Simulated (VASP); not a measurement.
## Mg: relaxation of cell and atoms with BLYP+D3(BJ)

Mg:

```
CELL_PARAMETERS angstrom
3.20930 0.00000 0.00000
-1.60465 2.77934 0.00000
0.00000 0.00000 5.21030
ATOMIC_POSITIONS crystal
Mg 0.66667 0.33333 0.75000
Mg 0.33333 0.66667 0.25000
```

| Property | Result |
| --- | --- |
| Program | VASP 6.6.1 |
| Task | relaxation of cell and atoms |
| Functional | BLYP |
| Dispersion | D3(BJ) |
| Potentials or basis | VASP PAW PBE potentials, release 64 (Mg) |
| Cutoff | 600 eV |
| k mesh | 10 × 10 × 5 |
| Occupations | fermi-dirac, width 0.05 eV |
| Spin | no spin polarisation |
| Further INCAR settings | ALGO = Normal; EDIFF = 1e-06; IBRION = 2; EDIFFG = -0.01; NSW = 40; ISIF = 3 |

| Property | Result |
| --- | --- |
| Relaxed volume | 20.55 Å³/atom |
| Relaxed cell | a = 3.050 Å, b = 3.050 Å, c = 5.101 Å, α = 90.00°, β = 90.00°, γ = 120.00° |
| Space group after relaxing (to 0.05 Å) | P6_3/mmc (No. 194) |
| Energy gained by relaxing | 39.7 meV/atom |
| Ionic steps | 8 |
| Pressure after relaxing | 0.0 GPa |
| Band gap on the k mesh | none (metal or under the smearing width) |
| Dispersion energy per atom | -0.725 eV |

Step by step:
```csv
step,energy change (eV),largest force (eV/Å),pressure (GPa),volume (Å³)
1,0.0000,0.0000,-3.93,46.47
2,-0.0684,0.0000,-1.52,42.74
3,-0.0776,0.0000,-0.01,41.09
4,-0.0776,0.0000,0.10,40.98
5,-0.0790,0.0000,0.10,41.00
6,-0.0793,0.0000,0.10,41.01
7,-0.0793,0.0000,0.10,41.01
8,-0.0793,0.0000,0.00,41.11
```

Final structure:
```
CELL_PARAMETERS angstrom
3.05034 0.00000 0.00000
-1.52517 2.64167 0.00000
0.00000 0.00000 5.10138
ATOMIC_POSITIONS crystal
Mg 0.66667 0.33333 0.75000
Mg 0.33333 0.66667 0.25000
```

Levels at points of the mesh, in eV from the Fermi level:
| k point | band 1 | band 2 | band 3 | band 4 | band 5 | band 6 |
| --- | --- | --- | --- | --- | --- | --- |
| (0.00, 0.00, 0.00) | -7.47 | -2.01 | -1.65 | 11.86 | 11.86 | 12.18 |
| (0.50, 0.00, 0.00) | -2.26 | -2.22 | 2.74 | 3.05 | 3.30 | 3.73 |

It took 80 s on 1 thread of AMD EPYC 9R45 96-Core Processor (Zen 5), with other jobs on the host, peak memory 0.17 GiB.

Caveat: the PAW data sets were made with another functional, which shifts forces and pressure a little; the volume moved by -12 % from the deposited cell, more than functionals usually miss; pairwise dispersion overbinds metals, which lowers pressure and volume.
